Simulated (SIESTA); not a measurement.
Runs of SIESTA 5.4.2 on Os. The cell holds a slab with vacuum, 5 atoms: a = 2.751 Å, b = 2.751 Å, c = 23.984 Å, α = 90.00°, β = 90.00°, γ = 120.00°. The slab is cut from a database's or a generator's crystal, which needn't be the stable form of the element.

| level | potentials or basis | gap on the mesh (eV) | largest force (eV/Å) | work function (eV) |
| --- | --- | --- | --- | --- |
| RPBE | PseudoDojo 0.4 standard (PBE files), DZP (energy shift 0.003 Ry; two zetas on semicore shells) | none | 0.89 | (c) |
| WC | PseudoDojo 0.4 standard (PBEsol files), DZP (energy shift 0.003 Ry; two zetas on semicore shells) | none | 1.38 | 5.39 |
| LDA | PseudoDojo 0.4 standard (LDA files), DZP (energy shift 0.003 Ry; two zetas on semicore shells) | none | (a) | 5.57 |
| PBEsol | PseudoDojo 0.4 standard (PBEsol files), DZP (energy shift 0.003 Ry; two zetas on semicore shells) | none | 1.47 | (b) |
| revPBE | PseudoDojo 0.4 standard (PBE files), DZP (energy shift 0.003 Ry; two zetas on semicore shells) | none | 0.94 | 5.18 |
| PBE | PseudoDojo 0.4 standard (PBE files), DZP (energy shift 0.003 Ry; two zetas on semicore shells) | none | 1.04 | 5.28 |
| PW91 | PseudoDojo 0.4 standard (PBE files), DZP (energy shift 0.003 Ry; two zetas on semicore shells) | none | 1.01 | 5.32 |
| BLYP | PseudoDojo 0.4 standard (PBE files), DZP (energy shift 0.003 Ry; two zetas on semicore shells) | none | 0.86 | 4.89 |

Alike in all rows: task band structure; no spin polarisation; cell as given; k mesh 11 × 11 × 1; smearing fermi-dirac 0.05 eV; grid cutoff 800 Ry; energy shift 0.003 Ry.

Q: Estimate the missing entries.

A: (a) 1.71; (b) 5.40; (c) 5.17.

Caveats: spin-orbit coupling is left out, which moves the levels of the heavy elements; the basis of atomic orbitals isn't converged, which shifts pressures, moduli and gaps; the potentials were made for another functional, which shifts forces and pressure (some runs).

A k mesh can miss the band edges, and the runs leave out spin-orbit coupling on Os.

A gap of «none» marks a metal or a gap under the smearing width.
